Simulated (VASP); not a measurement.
# MgS (F-43m) in VASP: a series of runs, part 2 of 3

VASP 6.6.1.

## (5) Equation of state, PBEsol, 22.29 Å³/atom (volume scaled by 0.98)

INCAR reads:

```
ALGO = Normal
EDIFF = 1E-7
ENCUT = 520
GGA = PS
ISIF = 2
ISMEAR = -1
LASPH = True
LCHARG = False
LREAL = False
LWAVE = False
NBANDS = 11
NELM = 100
PREC = Accurate
SIGMA = 0.05
```

KPOINTS reads:

```
k-points
0
Gamma
  8 8 8
```

POSCAR reads:

```
MgS
1.0
    0.0000000000      2.8141052454      2.8141052454
    2.8141052454      0.0000000000      2.8141052454
    2.8141052454      2.8141052454      0.0000000000
S Mg
1 1
Direct
    0.2500000000      0.2500000000      0.2500000000
    0.0000000000      0.0000000000      0.0000000000
```

On the command line:

```sh
> cat potpaw_PBE.64/S/POTCAR potpaw_PBE.64/Mg/POTCAR > POTCAR
> mpirun -np 1 vasp_std > vasp.out
```

It took 13 s on 1 thread of AMD EPYC 7R13 (Zen 3), shared host; peak memory 0.14 GiB.

The run converged. Its results:

| Property | Result |
| --- | --- |
| Free energy | -8.9165 eV |
| Pressure | 0.7 GPa |
| Band gap on the k mesh | 3.38 eV, direct |

Caveat: the PAW data sets were made with another functional, which shifts forces and pressure a little.

## (6) Equation of state, PBEsol, 23.20 Å³/atom (volume scaled by 1.02)

INCAR is that of step 5.

KPOINTS is that of step 5.

POSCAR reads:

```
MgS
1.0
    0.0000000000      2.8518829780      2.8518829780
    2.8518829780      0.0000000000      2.8518829780
    2.8518829780      2.8518829780      0.0000000000
S Mg
1 1
Direct
    0.2500000000      0.2500000000      0.2500000000
    0.0000000000      0.0000000000      0.0000000000
```

Potentials or basis: VASP PAW PBE potentials, release 64 (S, Mg).

On the command line:

```sh
> cat potpaw_PBE.64/S/POTCAR potpaw_PBE.64/Mg/POTCAR > POTCAR
> mpirun -np 1 vasp_std > vasp.out
```

Run time: 12 s. Hardware: 1 thread of AMD EPYC 7R13 (Zen 3), shared host; peak memory 0.14 GiB.

It converged, with:

* Free energy: -8.9111 eV
* Pressure: -1.6 GPa
* Band gap on the k mesh: 3.19 eV, direct

Caveat: the PAW data sets were made with another functional, which shifts forces and pressure a little.

## (7) Equation of state, PBEsol, 23.65 Å³/atom (volume scaled by 1.04)

INCAR is that of step 6.

KPOINTS is that of step 6.

POSCAR reads:

```
MgS
1.0
    0.0000000000      2.8704022176      2.8704022176
    2.8704022176      0.0000000000      2.8704022176
    2.8704022176      2.8704022176      0.0000000000
S Mg
1 1
Direct
    0.2500000000      0.2500000000      0.2500000000
    0.0000000000      0.0000000000      0.0000000000
```

On the command line:

```sh
> cat potpaw_PBE.64/S/POTCAR potpaw_PBE.64/Mg/POTCAR > POTCAR
> mpirun -np 1 vasp_std > vasp.out
```

It took 17 s on 1 thread of AMD EPYC 7R13 (Zen 3), shared host; peak memory 0.14 GiB.

The run converged. Its results:

```
Free energy            : -8.8994 eV
Pressure               : -2.6 GPa
Band gap on the k mesh : 3.10 eV, direct
```

Caveat: the PAW data sets were made with another functional, which shifts forces and pressure a little.

## (8) Equation of state, PBEsol, 24.10 Å³/atom (volume scaled by 1.06)

INCAR is that of step 7.

KPOINTS is that of step 7.

POSCAR reads:

```
MgS
1.0
    0.0000000000      2.8886855272      2.8886855272
    2.8886855272      0.0000000000      2.8886855272
    2.8886855272      2.8886855272      0.0000000000
S Mg
1 1
Direct
    0.2500000000      0.2500000000      0.2500000000
    0.0000000000      0.0000000000      0.0000000000
```

On the command line:

```sh
> cat potpaw_PBE.64/S/POTCAR potpaw_PBE.64/Mg/POTCAR > POTCAR
> mpirun -np 1 vasp_std > vasp.out
```

It took 14 s on 1 thread of AMD EPYC 7R13 (Zen 3), shared host; peak memory 0.14 GiB.

The run converged. Its results:

```yaml
Free_energy: -8.8825 eV
Pressure: -3.4 GPa
Band_gap_on_the_k_mesh: 3.01 eV, direct
```

Caveat: the PAW data sets were made with another functional, which shifts forces and pressure a little.

## (9) Single point, PBEsol (atoms moved at random, drawn with an rms of 0.05 Å)

INCAR is that of step 8.

KPOINTS is that of step 8.

POSCAR reads:

```
MgS
1.0
    0.0000000000      2.8331200468      2.8331200468
    2.8331200468      0.0000000000      2.8331200468
    2.8331200468      2.8331200468      0.0000000000
S Mg
1 1
Direct
    0.2577930000      0.2466650000      0.2502830000
   -0.0128600000      0.0110690000      0.0033980000
```

Potentials or basis: VASP PAW PBE potentials, release 64 (S, Mg).

On the command line:

```sh
> cat potpaw_PBE.64/S/POTCAR potpaw_PBE.64/Mg/POTCAR > POTCAR
> mpirun -np 1 vasp_std > vasp.out
```

OUTCAR:

```text
EDIFF = 1E-7
   ENCUT = 520
   GGA = PS
   ISIF = 2
   ISMEAR = -1
   LASPH = True
   LREAL = False
   NELM = 100
   PREC = Accurate

 ion  position               nearest neighbor table
   1  0.258  0.247  0.250-   2 2.39   2 2.46   2 2.46   2 2.50
   2  0.987  0.011  0.003-   1 2.39   1 2.46   1 2.46   1 2.50

  LATTYP: Found a face centered cubic cell.
 ALAT       =     5.6662400936

  Lattice vectors:

 A1 = (   0.0000000000,   2.8331200468,   2.8331200468)
 A2 = (   2.8331200468,   0.0000000000,   2.8331200468)
 A3 = (   2.8331200468,   2.8331200468,   0.0000000000)

Analysis of symmetry for initial positions (statically):
=====================================================================
 Subroutine PRICEL returns:
 Original cell was already a primitive cell.

 Routine SETGRP: Setting up the symmetry group for a
 face centered cubic supercell.

 Subroutine GETGRP returns: Found  1 space group operations
 (whereof  1 operations were pure point group operations)
 out of a pool of 48 trial point group operations.

The static configuration has the point symmetry C_1 .

[... 172 lines left out ...]
      3       1.0087      2.00000
      4       1.0626      2.00000
      5       4.2688      0.00000
      6       8.8452      0.00000
      7       8.8467      0.00000
      8       8.8775      0.00000
      9      11.7665      0.00000
     10      11.7745      0.00000
     11      14.4836      0.00000
[... 309 lines left out ...]
 k-point    24 :       0.1250    0.1250   -0.1250
  band No.  band energies     occupation
      1      -9.9766      2.00000
      2      -0.5956      2.00000
      3       0.5970      2.00000
      4       0.7089      2.00000
      5       5.9719      0.00000
      6       8.0391      0.00000
      7       8.9730      0.00000
      8       9.5987      0.00000
      9      10.4017      0.00000
     10      12.2068      0.00000
     11      14.2288      0.00000

 [... further k-points ...]

------------------------ aborting loop because EDIFF is reached ----------------------------------------

  FORCE on cell =-STRESS in cart. coord.  units (eV):
  Direction    XX          YY          ZZ          XY          YZ          ZX
  --------------------------------------------------------------------------------------
  -------------------------------------------------------------------------------------
  Total       -0.1176540     -0.1176606     -0.0962968     -0.1460267      0.3134520     -0.3137639
  in kB       -4.1446921     -4.1449248     -3.3923252     -5.1442017     11.0422270    -11.0532159
  external PRESSURE =      -3.8939807 kB  Pullay stress =       0.0000000 kB

 VOLUME and BASIS-vectors are now :
 -----------------------------------------------------------------------------
  energy-cutoff  :      520.00
  volume of cell :       45.48
      direct lattice vectors                 reciprocal lattice vectors
     0.000000000  2.833120047  2.833120047    -0.176483874  0.176483874  0.176483874
     2.833120047  0.000000000  2.833120047     0.176483874 -0.176483874  0.176483874
     2.833120047  2.833120047  0.000000000     0.176483874  0.176483874 -0.176483874

 POSITION                                       TOTAL-FORCE (eV/Angst)
 -----------------------------------------------------------------------------------
      1.40791      1.43944      1.42919         0.291659     -0.291973     -0.146364
      0.04099      2.80631      2.82805        -0.291659      0.291973      0.146364
 -----------------------------------------------------------------------------------
    total drift:                                0.000016     -0.000095     -0.000013

  FREE ENERGIE OF THE ION-ELECTRON SYSTEM (eV)
  ---------------------------------------------------
  free  energy   TOTEN  =        -8.9016689681 eV

  energy  without entropy=       -8.9016689680  energy(sigma->0) =       -8.90166897
```

It took 84 s on 1 thread of AMD EPYC 7R13 (Zen 3), shared host; peak memory 0.24 GiB.

Results:

```
Free energy            : -8.9017 eV
Pressure               : -0.4 GPa
Largest force          : 0.438 eV/Å
Band gap on the k mesh : 3.21 eV, direct
```

Forces on the atoms (eV/Å):
```
S    0.292 -0.292 -0.146
Mg  -0.292  0.292  0.146
```

Caveat: the PAW data sets were made with another functional, which shifts forces and pressure a little.

## (10) Equation of state, PBEsol

Potentials or basis: VASP PAW PBE potentials, release 64 (S, Mg).

No new run: the results of the series are fitted here.

What came out:

```
Equilibrium volume                      : 22.54 Å³/atom
Bulk modulus                            : 58 GPa
Pressure derivative of the bulk modulus : 4.1
```

Energy against volume, from the lowest point:
```csv
volume (Å³/atom),energy (meV/atom)
21.376,11.75
21.831,4.03
22.285,0.24
22.740,0.00
23.195,2.96
23.650,8.80
24.105,17.25
```

Caveat: the PAW data sets were made with another functional, which shifts forces and pressure a little.

## (11) Single point, PBE

INCAR reads:

```
SYSTEM = MgS
PREC = Accurate ; ENCUT = 520
EDIFF = 1E-7 ; ISMEAR = -1
SIGMA = 0.05 ; LREAL = .FALSE.
LASPH = .TRUE. ; NELM = 100
ALGO = Normal ; ISIF = 2
LWAVE = .FALSE. ; LCHARG = .FALSE.
GGA = PE ; NBANDS = 11
```

KPOINTS reads:

```
regular mesh
0
G
  8 8 8
  0 0 0
```

POSCAR reads:

```
MgS
1.0
    0.0000000000      2.8331200468      2.8331200468
    2.8331200468      0.0000000000      2.8331200468
    2.8331200468      2.8331200468      0.0000000000
S Mg
1 1
Direct
    0.2500000000      0.2500000000      0.2500000000
    0.0000000000      0.0000000000      0.0000000000
```

On the command line:

```sh
> cat potpaw_PBE.64/S/POTCAR potpaw_PBE.64/Mg/POTCAR > POTCAR
> mpirun -np 1 vasp_std > vasp.out
```

Run time: 10 s. Hardware: 1 thread of Intel Xeon Platinum 8559C (Emerald Rapids), shared host; peak memory 0.16 GiB.

The run converged. Its results:

- Free energy: -8.4713 eV
- Pressure: 0.8 GPa
- Band gap on the k mesh: 3.45 eV, direct

Levels at points of the mesh, in eV from the valence-band top:
| k point | band 1 | band 2 | band 3 | band 4 | band 5 | band 6 | band 7 | band 8 |
| --- | --- | --- | --- | --- | --- | --- | --- | --- |
| (0.00, 0.00, 0.00) | -11.26 | 0.00 | 0.00 | 0.00 | 3.45 | 7.94 | 7.94 | 7.94 |
| (0.50, 0.00, 0.00) | -10.58 | -3.12 | -0.33 | -0.33 | 5.11 | 7.64 | 7.64 | 8.60 |
| (0.50, 0.50, 0.00) | -10.36 | -2.80 | -1.03 | -1.03 | 3.89 | 5.65 | 11.14 | 12.28 |

A k mesh can miss the band edges.

(Part 2 of 3 ends here.)
